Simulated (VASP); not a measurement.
# BN in VASP: settings compared

One slab, BN, is run at these levels: PBE+D3(BJ), PBE; tasks: relaxation of cell and atoms.

Program: VASP 6.6.1. These are calculated values, not measurements. Logs are shortened: lines on timing, memory, paths and dates and some standing lists are left out, and cuts for length are marked.

### 1 Starting point

The cell holds a slab with vacuum, 2 atoms: a = 2.498 Å, b = 2.498 Å, c = 18.000 Å, α = 90.00°, β = 90.00°, γ = 120.00°.

### 2 Relaxation of cell and atoms, PBE+D3(BJ)

INCAR reads:

```
ALGO = Normal
EDIFF = 1E-6
EDIFFG = -0.01
ENCUT = 600
GGA = PE
IBRION = 2
ISIF = 3
ISMEAR = 0
IVDW = 12
LASPH = True
LATTICE_CONSTRAINTS = .TRUE. .TRUE. .FALSE.
LCHARG = False
LREAL = False
LWAVE = False
NELM = 80
NSW = 90
PREC = Accurate
SIGMA = 0.03
```

KPOINTS reads:

```
k-points
0
Gamma
  15 15 1
```

POSCAR reads:

```
BN
1.0
    2.4982400000      0.0000000000      0.0000000000
   -1.2491200000      2.1635393000      0.0000000000
    0.0000000000      0.0000000000     18.0000000000
B N
1 1
Direct
    0.6666666700      0.3333333300      0.5000000000
    0.3333333300      0.6666666700      0.5000000000
```

Potentials or basis: VASP PAW PBE potentials, release 64 (B, N).

On the command line:

```console
$ cat potpaw_PBE.64/B/POTCAR potpaw_PBE.64/N/POTCAR > POTCAR
$ mpirun -np 1 vasp_std > vasp.out
```

OUTCAR:

```text
EDIFF = 1E-6
   EDIFFG = -0.01
   ENCUT = 600
   GGA = PE
   IBRION = 2
   ISIF = 3
   ISMEAR = 0
   IVDW = 12
   LASPH = True
   LREAL = False
   NELM = 80
   NSW = 90
   PREC = Accurate
 IVDW          = 12

 ion  position               nearest neighbor table
   1  0.667  0.333  0.500-   2 1.44   2 1.44   2 1.44
   2  0.333  0.667  0.500-   1 1.44   1 1.44   1 1.44

  LATTYP: Found a hexagonal cell.
 ALAT       =     2.4982400000
 C/A-ratio  =     7.2050723709

  Lattice vectors:

 A1 = (   2.4982400000,   0.0000000000,   0.0000000000)
 A2 = (  -1.2491200000,   2.1635393000,   0.0000000000)
 A3 = (   0.0000000000,   0.0000000000,  18.0000000000)

Analysis of symmetry for initial positions (statically):
=====================================================================
 Subroutine PRICEL returns:
 Original cell was already a primitive cell.

 Routine SETGRP: Setting up the symmetry group for a
 hexagonal supercell.

 Subroutine GETGRP returns: Found 12 space group operations
 (whereof 12 operations were pure point group operations)
 out of a pool of 24 trial point group operations.

The static configuration has the point symmetry D_3h.

Analysis of symmetry for dynamics (positions and initial velocities):
=====================================================================
 Subroutine PRICEL returns:
 Original cell was already a primitive cell.

 Routine SETGRP: Setting up the symmetry group for a
 hexagonal supercell.

 Subroutine GETGRP returns: Found 12 space group operations
 (whereof 12 operations were pure point group operations)
 out of a pool of 24 trial point group operations.

The dynamic configuration has the point symmetry D_3h.

 Subroutine INISYM returns: Found 12 space group operations
 (whereof 12 operations are pure point group operations),
 and found     1 'primitive' translations

----------------------------------------------------------------------------------------

                                     Primitive cell

  volume of cell :      97.2907

  direct lattice vectors                    reciprocal lattice vectors
     2.498240000  0.000000000  0.000000000     0.400281798  0.231102805  0.000000000
    -1.249120000  2.163539300  0.000000000     0.000000000  0.462205609  0.000000000
     0.000000000  0.000000000 18.000000000     0.000000000  0.000000000  0.055555556

  length of vectors
     2.498240000  2.498239996 18.000000000     0.462205608  0.462205609  0.055555556

  position of ions in fractional coordinates (direct lattice)
     0.666666670  0.333333330  0.500000000
     0.333333330  0.666666670  0.500000000

  ion indices of the primitive-cell ions
   primitive index   ion index
                 1           1
                 2           2

----------------------------------------------------------------------------------------

 KPOINTS: k-points

Automatic generation of k-mesh.
 Grid dimensions read from file:
 generate k-points for:   15   15    1

 Generating k-lattice:

  Cartesian coordinates                     Fractional coordinates (reciprocal lattice)
     0.026685453  0.015406854  0.000000000     0.066666667 -0.000000000  0.000000000
     0.000000000  0.030813707  0.000000000     0.000000000  0.066666667  0.000000000
     0.000000000  0.000000000  0.055555556     0.000000000  0.000000000  1.000000000

  Length of vectors
     0.030813707  0.030813707  0.055555556

  Shift w.r.t. Gamma in fractional coordinates (k-lattice)
     0.000000000  0.000000000  0.000000000

 Subroutine IBZKPT returns following result:
 ===========================================

 Found     27 irreducible k-points:

 Following reciprocal coordinates:
            Coordinates               Weight
  0.000000  0.000000  0.000000      1.000000
  0.066667  0.000000  0.000000      6.000000
  0.133333  0.000000  0.000000      6.000000
  0.200000  0.000000  0.000000      6.000000
  0.266667  0.000000  0.000000      6.000000
  0.333333  0.000000  0.000000      6.000000
[... 16 lines left out ...]
  0.333333  0.200000  0.000000     12.000000
  0.400000  0.200000  0.000000      6.000000
 [... further k-points ...]
   k-points           NKPTS =     27   k-points in BZ     NKDIM =     27   number of bands    NBANDS=      8
   number of dos      NEDOS =    301   number of ions     NIONS =      2
   total plane-waves  NPLWV =  57600
   dimension x,y,z NGX =    20 NGY =   20 NGZ =  144
   dimension x,y,z NGXF=    40 NGYF=   40 NGZF=  288
   ions per type =               1   1
   NGX,Y,Z   is equivalent  to a cutoff of  13.31, 13.31, 13.30 a.u.
   NGXF,Y,Z  is equivalent  to a cutoff of  26.62, 26.62, 26.60 a.u.
 SYSTEM =  unknown system
   PREC   = accura    normal or accurate (medium, high low for compatibility)
   ISTART =      0    job   : 0-new  1-cont  2-samecut
   ICHARG =      2    charge: 1-file 2-atom 10-const
   ISPIN  =      1    spin polarized calculation?
   LNONCOLLINEAR =      F non collinear calculations
   LSORBIT =      F    spin-orbit coupling
   LASPH  =      T    aspherical Exc in radial PAW
   ENCUT  =  600.0 eV  44.10 Ry    6.64 a.u.   4.99  4.99 35.95*2*pi/ulx,y,z
   NELM   =     80;   NELMIN=  2; NELMDL= -5     # of ELM steps
   EDIFF  = 0.1E-05   stopping-criterion for ELM
   LREAL  =      F    real-space projection
   EDIFFG = -.1E-01   stopping-criterion for IOM
   NSW    =     90    number of steps for IOM
   IBRION =      2    ionic relax: 0-MD 1-quasi-New 2-CG
   NFREE  =      1    steps in history (QN), initial steepest desc. (CG)
   ISIF   =      3    stress and relaxation
   ISYM   =      2    0-nonsym 1-usesym 2-fastsym
   POTIM  = 0.5000    time-step for ionic-motion
   TEBEG  =    0.0;   TEEND  =   0.0 temperature during run
   PSTRESS=    0.0 pullay stress
   NELECT =       8.0000    total number of electrons
   NUPDOWN=      -1.0000    fix difference up-down
   EMIN   =  10.00;   EMAX   =-10.00  energy-range for DOS
   EFERMI =   0.00;   METHOD = LEGACY
   ISMEAR =     0;   SIGMA  =   0.03  broadening in eV -4-tet -1-fermi 0-gaus
   EFERMI_NEDOS =   21; number of points for ismear=-14 and -15
   IALGO  =     38    algorithm
   IMIX   =      4    mixing-type and parameters
     AMIX     =   0.40;   BMIX     =  1.00
     AMIX_MAG =   1.60;   BMIX_MAG =  1.00
  volume/ion in A,a.u.               =      48.65       328.28
  Fermi-wavevector in a.u.,A,eV,Ry     =   0.711892  1.345282  6.895307  0.506791
  Thomas-Fermi vector in A             =   1.799124
   LORBIT       =      0    0 simple, 1 ext, 2 COOP (PROOUT), +10 PAW based schemes
   GGA     = PE    functional components
   LHFCALC =     F    Hartree Fock is set to
   AEXX    =    0.0000 exact exchange contribution
   IVDW    =    12    specifies the selected vdW correction
   LEPSILON=     F    determine dielectric tensor
   LRPA    =     F    only Hartree local field effects (RPA)
 conjugate gradient relaxation of ions
 non-spin polarized calculation
 Gauss-broadening in eV      SIGMA  =   0.03
  energy-cutoff  :      600.00
  volume of cell :       97.29
 maximum number of plane-waves:      3293
 NGX is ok and might be reduce to    20
   NGX =  9   NGY =  9   NGZ = 71

--------------------------------------- Ionic step        1  -------------------------------------------

 number of electron       8.0000000 magnetization

 Free energy of the ion-electron system (eV)
  ---------------------------------------------------
  ext. energy  EPLUGINS =         0.00000000
  ---------------------------------------------------
  free energy    TOTEN  =       -17.59976826 eV

  energy without entropy =      -17.59976826  energy(sigma->0) =      -17.59976826

------------------------ aborting loop because EDIFF is reached ----------------------------------------

 Edisp (eV)   -0.15560

 E8    (eV) :    -0.0499

  FORCE on cell =-STRESS in cart. coord.  units (eV):
  Direction    XX          YY          ZZ          XY          YZ          ZX
  --------------------------------------------------------------------------------------
  -------------------------------------------------------------------------------------
  Total       0.51337     0.51337    -0.03200     0.00000     0.00000     0.00000
  in kB       8.45414     8.45414    -0.52700     0.00000     0.00000     0.00000
  external pressure =        5.46 kB  Pullay stress =        0.00 kB

 VOLUME and BASIS-vectors are now :
 -----------------------------------------------------------------------------
  energy-cutoff  :      600.00
  volume of cell :       97.29
      direct lattice vectors                 reciprocal lattice vectors
     2.498240000  0.000000000  0.000000000     0.400281798  0.231102805  0.000000000
    -1.249120000  2.163539300  0.000000000     0.000000000  0.462205609  0.000000000
     0.000000000  0.000000000 18.000000000     0.000000000  0.000000000  0.055555556
[... 41 lines left out ...]
 POSITION                                       TOTAL-FORCE (eV/Angst)
 -----------------------------------------------------------------------------------
      1.26459      0.73011      9.00000        -0.000000      0.000000      0.000000
     -0.00000      1.46022      9.00000         0.000000     -0.000000      0.000000
 -----------------------------------------------------------------------------------
    total drift:                                0.000009     -0.000005      0.000000

  FREE ENERGIE OF THE ION-ELECTRON SYSTEM (eV)
  ---------------------------------------------------
  free  energy   TOTEN  =       -17.7496110074 eV

  energy  without entropy=      -17.7496110074  energy(sigma->0) =      -17.74961101

--------------------------------------- Ionic step        3  -------------------------------------------

 number of electron       8.0000000 magnetization

 Free energy of the ion-electron system (eV)
  ---------------------------------------------------
  ext. energy  EPLUGINS =         0.00000000
  ---------------------------------------------------
  free energy    TOTEN  =       -17.60323661 eV

  energy without entropy =      -17.60323661  energy(sigma->0) =      -17.60323661

 E-fermi :  -4.1710     XC(G=0):  -2.3643

 val. band max:       -4.3213491561   @ k =   0.3333   0.3333   0.0000
 cond. band min:       0.3511176081   @ k =   0.3333   0.3333   0.0000
 fundamental gap:      4.6724667641
 Fermi energy:        -4.1709725565

 k-point     1 :       0.0000    0.0000    0.0000
  band No.  band energies     occupation
      1     -21.9593      2.00000
      2      -9.5417      2.00000
      3      -5.6691      2.00000
      4      -5.6691      2.00000
      5       0.3705      0.00000
      6       1.3117      0.00000
      7       1.6205      0.00000
      8       2.8321      0.00000

 k-point     2 :       0.0667    0.0000    0.0000
  band No.  band energies     occupation
      1     -21.8740      2.00000
      2      -9.4273      2.00000
      3      -6.0329      2.00000
      4      -5.8370      2.00000
      5       0.5181      0.00000
      6       1.4466      0.00000
      7       1.7628      0.00000
      8       2.9656      0.00000
[... 221 lines left out ...]
 k-point    23 :       0.3333    0.2000    0.0000
  band No.  band energies     occupation
      1     -18.7702      2.00000
      2     -12.4404      2.00000
      3     -10.1092      2.00000
      4      -5.0613      2.00000
      5       0.8866      0.00000
      6       6.8788      0.00000
      7       7.9025      0.00000
      8       8.4311      0.00000

 k-point    24 :       0.4000    0.2000    0.0000
  band No.  band energies     occupation
      1     -18.5608      2.00000
      2     -12.7360      2.00000
      3     -10.2369      2.00000
      4      -4.7227      2.00000
      5       0.4975      0.00000
      6       7.7746      0.00000
      7       8.6066      0.00000
      8       8.9647      0.00000

 [... further k-points ...]

------------------------ aborting loop because EDIFF is reached ----------------------------------------

 Edisp (eV)   -0.15427

 E8    (eV) :    -0.0495

  FORCE on cell =-STRESS in cart. coord.  units (eV):
  Direction    XX          YY          ZZ          XY          YZ          ZX
  --------------------------------------------------------------------------------------
  -------------------------------------------------------------------------------------
  Total      -0.00274    -0.00274    -0.03160     0.00000     0.00000     0.00000
  in kB      -0.04478    -0.04478    -0.51604     0.00000     0.00000     0.00000
  external pressure =       -0.20 kB  Pullay stress =        0.00 kB

 VOLUME and BASIS-vectors are now :
 -----------------------------------------------------------------------------
  energy-cutoff  :      600.00
  volume of cell :       98.11
      direct lattice vectors                 reciprocal lattice vectors
     2.508793497  0.000000000  0.000000000     0.398597972  0.230130647  0.000000000
    -1.254396749  2.172678897  0.000000000     0.000000000  0.460261294  0.000000000
     0.000000000  0.000000000 18.000000000     0.000000000  0.000000000  0.055555556

 POSITION                                       TOTAL-FORCE (eV/Angst)
 -----------------------------------------------------------------------------------
      1.25440      0.72423      9.00000        -0.000000      0.000000      0.000000
     -0.00000      1.44845      9.00000         0.000000      0.000000      0.000000
 -----------------------------------------------------------------------------------
    total drift:                                0.000008     -0.000005      0.000000

  FREE ENERGIE OF THE ION-ELECTRON SYSTEM (eV)
  ---------------------------------------------------
  free  energy   TOTEN  =       -17.7575052540 eV

  energy  without entropy=      -17.7575052540  energy(sigma->0) =      -17.75750525

 reached required accuracy - stopping structural energy minimisation
```

It took 35 s on 1 thread of Intel Xeon 6975P-C (Granite Rapids), shared host; peak memory 0.24 GiB.

What came out:

```
Free energy                            : -17.7575 eV
Relaxed volume                         : 49.06 Å³/atom
Relaxed cell                           : a = 2.509 Å, b = 2.509 Å, c = 18.000 Å, α = 90.00°, β = 90.00°, γ = 120.00°
Space group after relaxing (to 0.05 Å) : P-6m2 (No. 187)
Energy gained by relaxing              : 1.1 meV/atom
Ionic steps                            : 3
Band gap on the k mesh                 : 4.67 eV, direct
Dispersion energy per atom             : -0.077 eV
```

The path:
| step | energy change (eV) | largest force (eV/Å) | pressure (GPa) | volume (Å³) |
| --- | --- | --- | --- | --- |
| 1 | 0.0000 | 0.0000 | 0.55 | 97.29 |
| 2 | 0.0058 | 0.0000 | -1.05 | 99.72 |
| 3 | -0.0021 | 0.0000 | -0.02 | 98.11 |

Final structure:
```cif
data_structure
_symmetry_space_group_name_H-M 'P 1'
_symmetry_Int_Tables_number 1
_cell_length_a 2.5088
_cell_length_b 2.5088
_cell_length_c 18.0000
_cell_angle_alpha 90.000
_cell_angle_beta 90.000
_cell_angle_gamma 120.000
_cell_volume 98.11
loop_
_atom_site_label
_atom_site_type_symbol
_atom_site_fract_x
_atom_site_fract_y
_atom_site_fract_z
_atom_site_occupancy
B1 B 0.66667 0.33333 0.50000 1
N1 N 0.33333 0.66667 0.50000 1
```

### 3 Relaxation of cell and atoms, PBE+D3(BJ)

This run uses another cell than the first one, of 49.06 Å³/atom, 1.008 times its volume.

INCAR: that of step 2 with these lines changed.

```diff
@@ -1,4 +1,4 @@
 ALGO = Normal
-EDIFF = 1E-6
-EDIFFG = -0.01
+EDIFF = 1E-7
+EDIFFG = -0.005
 ENCUT = 600
```

KPOINTS is that of step 2.

POSCAR reads:

```
BN                                      
1.0
    2.5087934974      0.0000000000      0.0000000000
   -1.2543967487      2.1726788968      0.0000000000
    0.0000000000      0.0000000000     18.0000000000
  B               N             
     1     1
Direct
     0.6666666699999979    0.3333333300000021    0.5000000000000000
     0.3333333300000021    0.6666666699999979    0.5000000000000000
```

Potentials or basis: VASP PAW PBE potentials, release 64 (B, N).

On the command line:

```console
$ cat potpaw_PBE.64/B/POTCAR potpaw_PBE.64/N/POTCAR > POTCAR
$ mpirun -np 1 vasp_std > vasp.out
```

Wall time 18 s (1 thread of Intel Xeon 6975P-C (Granite Rapids), shared host); peak memory 0.23 GiB.

Results (log left out):

* Free energy: -17.7579 eV
* Band gap on the k mesh: 4.67 eV, direct
* Dispersion energy per atom: -0.077 eV

Final structure:
```
B N
1.0
     2.50879    0.00000    0.00000
    -1.25440    2.17268    0.00000
     0.00000    0.00000   18.00000
B N
1 1
Direct
  0.66667 0.33333 0.50000
  0.33333 0.66667 0.50000
```

Levels at points of the mesh, in eV from the valence-band top:
| k point | band 1 | band 2 | band 3 | band 4 | band 5 | band 6 | band 7 | band 8 |
| --- | --- | --- | --- | --- | --- | --- | --- | --- |
| (0.00, 0.00, 0.00) | -17.64 | -5.22 | -1.35 | -1.35 | 4.69 | 5.62 | 6.04 | 7.22 |

Caveat: the relaxation stopped at its first step, so nothing moved.

(Continued in part 2 of 2.)
